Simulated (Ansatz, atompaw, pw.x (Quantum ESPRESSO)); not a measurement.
Equation-of-state test of one PAW (atompaw) potential (molybdenum (Mo))

atompaw 4.2.0.5 input, output lines left out:

```
Mo 42
GGA-PBESOL scalarrelativistic loggrid 1500 logderivrange -7 5 301
5 5 4 0 0 0
5 0 1
5 1 0
4 2 5
0 0 0
c
c
c
v
v
c
c
v
v
c
v
2
2.40 2.20 2.30 1.50
n
n
y
3.1
n
custom rrkj gramschmidtortho sinc
3 0 troulliermartins
1.55
2.40
1.65
2.40
2.40
2.40
```

Atomic tests: cutoffs needed: 30 Ry and 50 Ry (the cutoffs (Ry, on a coarse ladder) from which the occupation-weighted sum of valence levels, in a spherical-Bessel basis at the reference potential, stays within 10 and 1 mRy of its value at 400 Ry); ghost test: no extra level below or beside the all-electron valence levels (s, p, d, f tested) (spherical-Bessel basis up to 400 Ry, 20 bohr box); lowest eigenvalue of the overlap operator: 0.09 (p channel).

Crystal test: fcc Mo in pw.x 7.5, no spin, 14³ k-points, Fermi–Dirac smearing 0.01 Ry, cutoffs 60/600 Ry. The reference is all-electron LAPW (Ansatz 0.2.0) with the same functional, mesh and smearing; V0 and B0 come from Birch–Murnaghan fits to the pressures at five volumes. Errors are pseudo minus all-electron; Δ is the rms difference of the E(V) curves that follow from these fits, minima aligned, over ±6 % about the mean V0. Mesh and smearing are coarse, so the numbers serve the comparison and aren't converged zero-temperature values; the lattice is a test structure that the element need not adopt.

| V (Å³/atom) | P all-electron (GPa) | P pseudo (GPa) |
| --- | --- | --- |
| 14.770 | 14.63 | 14.47 |
| 15.158 | 6.95 | 6.76 |
| 15.547 | 0.18 | -0.05 |
| 15.936 | -5.80 | -6.07 |
| 16.324 | -11.08 | -11.38 |

All-electron: a0 = 3.963 Å (V0 = 15.56 Å³/atom), B0 = 253.7 GPa.

Pseudopotential: mean pressure error (GPa): -0.23; a0 (Å): 3.962; a0 error (%): -0.03; B0 error (%): +0.9; Δ (meV/atom): 0.8.

Q: At the middle volume, how do free energy and pressure move when the wave cutoff is lowered (ecutrho held at 600 Ry)?

A:

```json
{"cutoff (Ry)": "27", "shift of F (meV/atom)": "+191.0", "shift of P (GPa)": "-10.09"}
{"cutoff (Ry)": "36", "shift of F (meV/atom)": "+50.7", "shift of P (GPa)": "-0.69"}
{"cutoff (Ry)": "48", "shift of F (meV/atom)": "+10.7", "shift of P (GPa)": "-0.73"}
```

The run at the middle volume (104 k-points, 9 iterations) took about 41 s on one core of a shared host (AMD EPYC 7R43 64-Core Processor, 256 threads, 1004 GiB, load 185).
